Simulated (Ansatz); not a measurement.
## BeS: excitons and shallow donors from band masses and screening

All numbers below come from DFT PBE, scalar-relativistic, plane waves, PAW (Ansatz 0.2.0).

Settings: cutoff 420 eV, Γ-centred mesh 8×8×8 on the computed 2-atom cell, Gaussian smearing of 0.02 eV; no spin polarisation.

Relaxed cell: F-43m, a = 4.876 Å, b = 4.876 Å, c = 4.876 Å, α = 90.00°, β = 90.00°, γ = 90.00°, 2 atoms in the primitive cell.

The calculation gives a Kohn–Sham gap of 3.14 eV, an electron mass of 0.371 mₑ and a hole mass of 0.465 mₑ (harmonic means over x, y, z and over the bands degenerate at each edge), and ε∞ = 5.69 (independent particles, mean of the diagonal).

Problem. Estimate the binding energy and radius of a Wannier–Mott exciton and of a shallow donor, and say whether the hydrogenic model can hold.

Solution. The reduced mass is μ = mₙmₕ/(mₙ + mₕ) = 0.206 mₑ, with mₙ and mₕ the band masses. With E_b = 13.606 eV × μ/ε² and a = 0.529 Å × ε/μ (μ in mₑ) the exciton has E_b = 87 meV and a = 14.6 Å. For a donor μ is the electron mass: 156 meV and 8.1 Å. The exciton's radius is 4 times the shortest lattice vector (3.45 Å), so the continuum picture is reasonable. In a polar crystal the ions screen too, so a state bound more weakly than an optical phonon feels the larger static constant, which lowers the energy and widens the orbit. The other way, the small Kohn–Sham gap and the missing local fields make ε∞ too large and the masses tend to be too light, which underbinds. The edges lie at different points of the zone, so the exciton is indirect.

Cost: 4 runs of about 0.35 core-minutes in all, on AMD EPYC 9R45 (Zen 5) (shared hosts).